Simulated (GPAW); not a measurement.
# MoSe2 (P6_3/mmc) in GPAW: convergence with response cutoff (eV)

Aim: find how far response cutoff (eV) must go before the results for MoSe2 settle, at LDA. This setting moves, with any that are tied to it; all else stays.

Everything below comes from runs of GPAW 26.7.0. Logs are shortened: lines on timing, memory, paths and dates and some standing lists are left out, and cuts for length are marked. The log counts tension as positive stress, the text compression.

**1. The crystal as given**

Symmetry: P6_3/mmc, No. 194, hexagonal system. The conventional cell has a = 3.288 Å, b = 3.288 Å, c = 12.900 Å, α = 90.00°, β = 90.00°, γ = 120.00°. Around Mo (site symmetry -6m2) lie 6 Se at 2.49 Å. Around Se (site symmetry 3m) lie 3 Mo at 2.49 Å.

**2. With response cutoff (eV) 10**

run.py

```python
import numpy as np
from ase.dft.bandgap import bandgap
from ase.io import read, write
from gpaw import GPAW, PW
from gpaw.response.df import DielectricFunction

atoms = read('POSCAR')

calc = GPAW(mode=PW(500),
            xc='LDA',
            kpts={'size': (8, 8, 2), 'gamma': True},
            occupations={'name': 'fermi-dirac', 'width': 0.001},
            nbands=46,
            convergence={'density': 1e-06},
            maxiter=150,
            txt='gpaw.txt')
atoms.calc = calc
energy = atoms.get_potential_energy()
calc.write('gs.gpw')
write('result.traj', atoms)
print(f'Energy: {energy:.6f} eV')
print('Fermi level:', round(calc.get_fermi_level(), 4), 'eV')
print(f'Gap: {bandgap(calc)[0]:.4f} eV, direct: {bandgap(calc, direct=True)[0]:.4f} eV')

for size in [(8, 8, 2)]:
    name = 'x'.join(str(n) for n in size)
    dense = calc.fixed_density(kpts={'size': size, 'gamma': True},
                               nbands=104, convergence={'bands': 98},
                               update_fermi_level=True, txt=f'dense-{name}.txt')
    dense.write(f'{name}.gpw', mode='all')
    df = DielectricFunction(f'{name}.gpw', frequencies=np.array([0.0]), hilbert=False, eta=0.001,
                            ecut=10, nbands=98, intraband=False, txt=f'df-{name}.txt')
    for xc in ['RPA']:
        for direction in ['x', 'y', 'z', [0, 1, 1], [1, 0, 1], [1, 1, 0]]:
            e0, e = df.get_macroscopic_dielectric_constant(xc=xc, direction=direction)
            print(f'{name} {xc} {direction}: {e0:.4f} without, {e:.4f} with local fields')
```

POSCAR

```
MoSe2
1.0
    3.2880000000      0.0000000000      0.0000000000
   -1.6440000000      2.8474915276      0.0000000000
    0.0000000000      0.0000000000     12.9000000000
Mo Se
2 4
Direct
    0.6666666667      0.3333333333      0.7500000000
    0.3333333333      0.6666666667      0.2500000000
    0.6666666667      0.3333333333      0.3750000000
    0.3333333333      0.6666666667      0.8750000000
    0.6666666667      0.3333333333      0.1250000000
    0.3333333333      0.6666666667      0.6250000000
```

Potentials or basis: the program's PAW data sets (release 1.2.1) made for this functional, pw.

Command:

```
OMP_NUM_THREADS=1 python run.py
```

Wall time 7.1 min (1 thread of Arm Neoverse V2, shared host); peak memory 0.54 GiB.

What came out:

```yaml
Free_energy: -46.0072 eV
Band_gap_on_the_k_mesh: 0.87 eV, indirect (least direct gap 1.62 eV)
Electronic_dielectric_tensor_diagonal: 16.12, 16.12, 7.41
```

**3. With response cutoff (eV) 20**

Changes to run.py since step 2:

```diff
@@ -31,3 +31,3 @@
     df = DielectricFunction(f'{name}.gpw', frequencies=np.array([0.0]), hilbert=False, eta=0.001,
-                            ecut=10, nbands=98, intraband=False, txt=f'df-{name}.txt')
+                            ecut=20, nbands=98, intraband=False, txt=f'df-{name}.txt')
     for xc in ['RPA']:
```

POSCAR is that of step 2.

Potentials or basis: the program's PAW data sets (release 1.2.1) made for this functional, pw.

Command:

```
OMP_NUM_THREADS=1 python run.py
```

Wall time 7.2 min (1 thread of Arm Neoverse V2, shared host); peak memory 0.55 GiB.

Results:

```yaml
Free_energy: -46.0072 eV
Band_gap_on_the_k_mesh: 0.87 eV, indirect (least direct gap 1.62 eV)
Electronic_dielectric_tensor_diagonal: 15.91, 15.91, 7.09
```

**4. With response cutoff (eV) 30**

Changes to run.py since step 3:

```diff
@@ -31,3 +31,3 @@
     df = DielectricFunction(f'{name}.gpw', frequencies=np.array([0.0]), hilbert=False, eta=0.001,
-                            ecut=20, nbands=98, intraband=False, txt=f'df-{name}.txt')
+                            ecut=30, nbands=98, intraband=False, txt=f'df-{name}.txt')
     for xc in ['RPA']:
```

POSCAR is that of step 3.

Command:

```
OMP_NUM_THREADS=1 python run.py
```

It took 7.3 min on 1 thread of Arm Neoverse V2, shared host; peak memory 0.55 GiB.

The run converged. Its results:

```yaml
Free_energy: -46.0072 eV
Band_gap_on_the_k_mesh: 0.87 eV, indirect (least direct gap 1.62 eV)
Electronic_dielectric_tensor_diagonal: 15.42, 15.42, 7.04
```

**5. With response cutoff (eV) 50**

Changes to run.py since step 4:

```diff
@@ -31,3 +31,3 @@
     df = DielectricFunction(f'{name}.gpw', frequencies=np.array([0.0]), hilbert=False, eta=0.001,
-                            ecut=30, nbands=98, intraband=False, txt=f'df-{name}.txt')
+                            ecut=50, nbands=98, intraband=False, txt=f'df-{name}.txt')
     for xc in ['RPA']:
```

POSCAR is that of step 4.

Command:

```
OMP_NUM_THREADS=1 python run.py
```

Wall time 7.3 min (1 thread of Arm Neoverse V2, shared host); peak memory 0.55 GiB.

The run converged. Its results:

* Free energy: -46.0072 eV
* Band gap on the k mesh: 0.87 eV, indirect (least direct gap 1.62 eV)
* Electronic dielectric tensor (diagonal): 15.30, 15.30, 7.03

**6. With response cutoff (eV) 80**

Changes to run.py since step 5:

```diff
@@ -31,3 +31,3 @@
     df = DielectricFunction(f'{name}.gpw', frequencies=np.array([0.0]), hilbert=False, eta=0.001,
-                            ecut=50, nbands=98, intraband=False, txt=f'df-{name}.txt')
+                            ecut=80, nbands=98, intraband=False, txt=f'df-{name}.txt')
     for xc in ['RPA']:
```

POSCAR is that of step 5.

Potentials or basis: the program's PAW data sets (release 1.2.1) made for this functional, pw.

Command:

```
OMP_NUM_THREADS=1 python run.py
```

It took 7.2 min on 1 thread of Arm Neoverse V2, shared host; peak memory 0.57 GiB.

Results (log left out):

```yaml
Free_energy: -46.0072 eV
Band_gap_on_the_k_mesh: 0.87 eV, indirect (least direct gap 1.62 eV)
Electronic_dielectric_tensor_diagonal: 15.03, 15.03, 6.99
```

**7. With response cutoff (eV) 120**

Changes to run.py since step 6:

```diff
@@ -31,3 +31,3 @@
     df = DielectricFunction(f'{name}.gpw', frequencies=np.array([0.0]), hilbert=False, eta=0.001,
-                            ecut=80, nbands=98, intraband=False, txt=f'df-{name}.txt')
+                            ecut=120, nbands=98, intraband=False, txt=f'df-{name}.txt')
     for xc in ['RPA']:
```

POSCAR is that of step 6.

Command:

```
OMP_NUM_THREADS=1 python run.py
```

Wall time 7.3 min (1 thread of Arm Neoverse V2, shared host); peak memory 0.59 GiB.

It converged, with:

* Free energy: -46.0072 eV
* Band gap on the k mesh: 0.87 eV, indirect (least direct gap 1.62 eV)
* Electronic dielectric tensor (diagonal): 14.73, 14.73, 6.96

**8. With response cutoff (eV) 160**

Changes to run.py since step 7:

```diff
@@ -31,3 +31,3 @@
     df = DielectricFunction(f'{name}.gpw', frequencies=np.array([0.0]), hilbert=False, eta=0.001,
-                            ecut=120, nbands=98, intraband=False, txt=f'df-{name}.txt')
+                            ecut=160, nbands=98, intraband=False, txt=f'df-{name}.txt')
     for xc in ['RPA']:
```

POSCAR is that of step 7.

Potentials or basis: the program's PAW data sets (release 1.2.1) made for this functional, pw.

Command:

```
OMP_NUM_THREADS=1 python run.py
```

gpaw.txt:

```text
__  _  _
 | _ |_)|_||  |
 |__||  | ||/\| - 26.7.0

Input parameters:
  mode=PW(ecut=500.0),
  convergence={'density': 1e-06},
  kpts=MonkhorstPack(size=(8, 8, 2), gamma=True),
  maxiter=150,
  nbands=46,
  occupations=Occupations(name='fermi-dirac', width=0.001),
  xc=XC(name='LDA')

Diagonalizing LCAO Hamiltonian
Converting LCAO to pw mode

        Se

           Mo

        Se

           Se

        Mo

           Se

Atoms  # Å, Bohr magnetons
|   | symbol |         x |        y |         z |    initial magnetic moments |
|---|--------|-----------|----------|-----------|-----------------------------|
| 0 |     Mo |  1.644000 | 0.949164 |  9.675000 | ( 0.0000,  0.0000,  0.0000) |
| 1 |     Mo | -0.000000 | 1.898328 |  3.225000 | ( 0.0000,  0.0000,  0.0000) |
| 2 |     Se |  1.644000 | 0.949164 |  4.837500 | ( 0.0000,  0.0000,  0.0000) |
| 3 |     Se | -0.000000 | 1.898328 | 11.287500 | ( 0.0000,  0.0000,  0.0000) |
| 4 |     Se |  1.644000 | 0.949164 |  1.612500 | ( 0.0000,  0.0000,  0.0000) |
| 5 |     Se | -0.000000 | 1.898328 |  8.062500 | ( 0.0000,  0.0000,  0.0000) |

Unit cell  # Å
| periodic |         x |        y |         z |   lengths |     angles |
|----------|-----------|----------|-----------|-----------|------------|
|      yes |  3.288000 | 0.000000 |  0.000000 |  3.288000 |  90.000000 |
|      yes | -1.644000 | 2.847492 |  0.000000 |  3.288000 |  90.000000 |
|      yes |  0.000000 | 0.000000 | 12.900000 | 12.900000 | 120.000000 |

Number of symmetries: 12
Symmetry operations  # r_c * U_cc + t_c -> r_c
|    | kind |            matrix            |
|----|------|------------------------------|
|  0 |  σ   |  1, 1, 0,  0,-1, 0,  0, 0, 1 |
|  1 |  S6  |  1, 1, 0, -1, 0, 0,  0, 0,-1 |
|  2 |  E   |  1, 0, 0,  0, 1, 0,  0, 0, 1 |
|  3 |  C2  |  1, 0, 0, -1,-1, 0,  0, 0,-1 |
|  4 |  C2  |  0, 1, 0,  1, 0, 0,  0, 0,-1 |
|  5 |  C3  |  0, 1, 0, -1,-1, 0,  0, 0, 1 |
|  6 |  S6  |  0,-1, 0,  1, 1, 0,  0, 0,-1 |
|  7 |  σ   |  0,-1, 0, -1, 0, 0,  0, 0, 1 |
|  8 |  σ   | -1, 0, 0,  1, 1, 0,  0, 0, 1 |
|  9 |  i   | -1, 0, 0,  0,-1, 0,  0, 0,-1 |
| 10 |  C3  | -1,-1, 0,  1, 0, 0,  0, 0, 1 |
| 11 |  C2  | -1,-1, 0,  0, 1, 0,  0, 0,-1 |

BZ-sampling:
  Number of BZ points: 128
  Number of IBZ points: 20

  Monkhorst-Pack size: [8, 8, 2]
  Monkhorst-Pack shift: [0.0625, 0.0625, 0.25]

K-points  # in reciprocal-cell coordinates
|     |                                coordinates |     weight |
|-----|--------------------------------------------|------------|
|   0 | (  0.00000000,   0.00000000,   0.00000000) | 0.00781250 |
|   1 | (  0.00000000,   0.00000000,   0.50000000) | 0.00781250 |
|   2 | (  0.12500000,   0.00000000,   0.00000000) | 0.04687500 |
|   3 | (  0.12500000,   0.00000000,   0.50000000) | 0.04687500 |
|   4 | (  0.25000000,  -0.12500000,   0.00000000) | 0.04687500 |
|   5 | (  0.25000000,  -0.12500000,   0.50000000) | 0.04687500 |
|   6 | (  0.25000000,   0.00000000,   0.00000000) | 0.04687500 |
|   7 | (  0.25000000,   0.00000000,   0.50000000) | 0.04687500 |
|   8 | (  0.37500000,  -0.12500000,   0.00000000) | 0.09375000 |
|   9 | (  0.37500000,  -0.12500000,   0.50000000) | 0.09375000 |
| ... |                                            |            |
|  19 | (  0.50000000,   0.50000000,   0.50000000) | 0.02343750 |

Plane wave coefficients: 3092
Cutoff: 500.0 eV

Spin-components: 1 (collinear spins)
Bands:           46
Projectors:      32
Spin-degeneracy: 2
Datatype:        complex128

Density:
  Valence electrons: 52.0
  Components: 1
  Grid points: [18 18 70]
  Charge: 0.0  # |e|

Potential:
  Grid points: [18 18 70]

species:
  Mo:
    name:    Molybdenum
    Z:       42.0
    valence: 14
    core:    28
    charge:  0.0  # [|e|]
    compensation charges:
      type: gauss
      rc: 0.38  # [Å]
      lmax: 2
    cutoffs:
      filter: 2.16  # [Å]
      core: 1.42  # [Å]
    projectors
    | kind |    occ | energy [eV] | rcut [Å] |
    |------|--------|-------------|----------|
    |   4s |  2.000 |     -64.384 |    1.238 |
    |   5s |  1.000 |      -4.319 |    1.238 |
    |   4p |  6.000 |     -38.595 |    1.296 |
    |   5p |  0.000 |      -1.161 |    1.296 |
    |   4d |  5.000 |      -3.933 |    1.296 |
    |    d |        |      23.278 |    1.296 |

    Using partial waves for Mo as LCAO basis

  Se:
    name:    Selenium
    Z:       34.0
    valence: 6
    core:    28
    charge:  0.0  # [|e|]
    compensation charges:
      type: gauss
      rc: 0.27  # [Å]
      lmax: 2
    cutoffs:
      filter: 1.77  # [Å]
      core: 2.67  # [Å]
    projectors
    | kind |    occ | energy [eV] | rcut [Å] |
    |------|--------|-------------|----------|
    |   4s |  2.000 |     -17.472 |    0.847 |
    |   4p |  4.000 |      -6.656 |    1.005 |
    |    s |        |       9.739 |    0.847 |
    |    p |        |      20.555 |    1.005 |
    |    d |        |       0.000 |    0.847 |

    Using partial waves for Se as LCAO basis

Reference energy: -484108.320637  # eV

eigensolver:
  PPCG
  Converge bands: occupied
  niter=2

density mixing:
  MSR1-Mixer
  Pratt-step length: 0.05
  Maximum mixing coefficient: 0.75
  Old densities: 10
  SVD Regularization: 0.005
  Good broyden scale: 1.0
  Trust region scale: 1.0
  Backstep threshold: 4.0
  History deletion threshold: 6.0
  Fourier metric: weight=20.0, sigma=0.015

occupation numbers:
  Fermi-Dirac:
    width: 0.0010  # eV

poisson solver:
  ecut: 4000.0  # eV

xc functional:
  name: None

convergence criteria:
- Maximum integral of absolute [dens]ity change: 1e-06 electrons / valence electron
- Maximum [total energy] change in last 3 cyles: 0.0005 eV / valence electron
- Maximum integral of absolute [eigenst]ate change: 4e-08 eV^2 / valence electron
maximum number of iterations: 150

SCF iterations
|iter     | |      energy | eigst |  dens |
|---------|-|-------------|-------|-------|
|iter:   1| |  -48.111323 | +0.42 |       |
|iter:   2| |  -47.568973 | -1.45 | -1.05 |
|iter:   3| |  -46.231005 | -1.40 | -1.11 |
|iter:   4| |  -46.031038 | -2.01 | -1.44 |
|iter:   5| |  -46.013962 | -2.86 | -1.85 |
|iter:   6| |  -46.030487c| -3.25 | -2.13 |
|iter:   7| |  -46.007241c| -3.67 | -2.21 |
|iter:   8| |  -46.007204c| -5.36 | -3.05 |
|iter:   9| |  -46.007203c| -6.15 | -3.46 |
|iter:  10| |  -46.007203c| -7.38 | -4.34 |
|iter:  11| |  -46.007203c| -7.78c| -5.02 |
|iter:  12| |  -46.007203c| -8.33c| -5.62 |
|iter:  13| |  -46.007203c| -8.65c| -6.21c|

Converged in 13 steps
Energy contributions relative to reference atoms: (reference = -484108.320637)

Energy contributions:
  Kinetic:          22.803734
  Coulomb:         -29.911354
  Zero:             -0.561427
  External:          0.000000
  Xc:              -38.338157
  Entropy:          -0.000000
  Spinorbit:         0.000000
  ----------------------------
  Free energy:     -46.007203
  Extrapolated:    -46.007203

dipole moment: (0.000025, 0.000043, 0.000197)  # |e|*Ang

Fermi level: 8.956
Eigenvalues  # (at kpt = [0.000, 0.000, 0.000])
| band index |      eig [eV] | occ [0-2] |
|------------|---------------|-----------|
|          0 |       -53.037 |     2.000 |
|        ... |               |           |
|         18 |         5.233 |     2.000 |
|         19 |         6.287 |     2.000 |
|         20 |         6.287 |     2.000 |
|         21 |         6.326 |     2.000 |
|         22 |         6.326 |     2.000 |
|         23 |         7.048 |     2.000 |
[... 8 lines left out ...]
|         32 |        11.002 |     0.000 |
|         33 |        11.002 |     0.000 |
|        ... |               |           |
|         45 |        20.532 |     0.000 |

Gap: 0.874 eV
Transition (v -> c):
  (s=0, k=0, n=25, [0.00, 0.00, 0.00]) -> (s=0, k=8, n=26, [0.38, -0.12, 0.00])
Direct/indirect transitions are different
Direct gap: 1.621 eV
Transition at: (s=0, k=12, n=25, [0.38, 0.38, 0.00])
# Writing to gs.gpw (mode='')
```

Wall time 7.4 min (1 thread of Arm Neoverse V2, shared host); peak memory 0.62 GiB.

What came out:

* Free energy: -46.0072 eV
* Band gap on the k mesh: 0.87 eV, indirect (least direct gap 1.62 eV)
* Electronic dielectric tensor (diagonal): 14.64, 14.64, 6.96

**9. The series at a glance**

```
response cutoff (eV)  dielectric constant  SCF cycles  CPU time (s)  peak memory (GiB)
                  10               13.215          13           430               0.54
                  20               12.967          13           430               0.55
                  30               12.629          13           440               0.55
                  50               12.547          13           440               0.55
                  80               12.353          13           430               0.57
                 120               12.138          13           440               0.59
                 160               12.075          13           440               0.62
```

Not settled before the last step: the dielectric constant (to 0.05). The tightest run that finished is the yardstick and may itself not be fully converged.

Caveats: the long-wavelength limit can be off by several per cent where d states take part.
